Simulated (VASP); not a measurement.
Write the native input for VASP 6.6.1 that does the following.

| Item | Value |
| --- | --- |
| Task | single point |
| Functional | r2SCAN |
| Potentials or basis | VASP PAW PBE potentials, release 64 (Ba_sv, Te) |
| Cutoff | 520 eV |
| k mesh | 3 × 5 × 5, shifted |
| Occupations | methfessel-paxton, width 0.2512 eV |
| Spin | no spin polarisation |
| Dipole correction | no |
| Further INCAR settings | ALGO = Normal; EDIFF = 1e-06; NBANDS = 24 |

BaTe:

```
Ba Te
1.0
    -3.38832    6.80881    3.44283
     3.36595    0.00280    3.41485
     3.34381    3.36968    0.02494
Ba Te
2 2
Cartesian
  3.3219 3.3670 0.0850
  3.2936 6.7517 3.4086
  3.3251 3.3420 3.4261
  0.0094 6.8522 3.5435
```

The cell was built by a generator and needn't be a form met in nature.

These files were run (other wordings do the same):

POSCAR

```
BaTe
1.0
   -3.3883224500      6.8088122700      3.4428250700
    3.3659498500      0.0028002300      3.4148509900
    3.3438104300      3.3696797900      0.0249396500
Ba Te
2 2
Direct
    0.0058200000      0.0118250000      0.9874400000
    0.4978620000      0.4889510000      0.9972820000
    0.2477490000      0.7499350000      0.4905440000
    0.7585740000      0.2692220000      0.5004930000
```

INCAR.step1

```
PREC = Accurate ; ENCUT = 520
ISMEAR = 1 ; SIGMA = 0.2512
LREAL = F ; LASPH = T
NELM = 100 ; NBANDS = 24
GGA = PE ; ALGO = Normal
EDIFF = 1E-4 ; LWAVE = T
LCHARG = F
```

INCAR.step2

```
PREC = Accurate ; ENCUT = 520
EDIFF = 1E-6 ; ISMEAR = 1
SIGMA = 0.2512 ; LREAL = F
LASPH = T ; NELM = 100
ALGO = Normal ; ISIF = 2
LWAVE = F ; LCHARG = F
METAGGA = R2SCAN ; LMIXTAU = T
NBANDS = 24 ; ISTART = 1
```

KPOINTS

```
Automatic mesh
0
Gamma
  3 5 5
  0.5 0 0.5
```

Potentials or basis: VASP PAW PBE potentials, release 64 (Ba_sv, Te).

Command:

```sh
$ cat potpaw_PBE.64/Ba_sv/POTCAR potpaw_PBE.64/Te/POTCAR > POTCAR
$ cp INCAR.step1 INCAR
$ mpirun -np 1 vasp_std > vasp.out
$ cp INCAR.step2 INCAR
$ mpirun -np 1 vasp_std > vasp.out
```

It gave:

| Item | Value |
| --- | --- |
| Pressure | 5.8 GPa |
| Largest force | 0.550 eV/Å |
| Band gap on the k mesh | 1.90 eV |

Caveat: the PAW data sets were made with another functional, which shifts forces and pressure a little; spin-orbit coupling is left out, which moves the levels of the heavy elements.

Wall time 5.8 min on 1 thread of Intel(R) Xeon(R) Platinum 8488C (Sapphire Rapids) (shared host), peak memory 0.37 GiB.
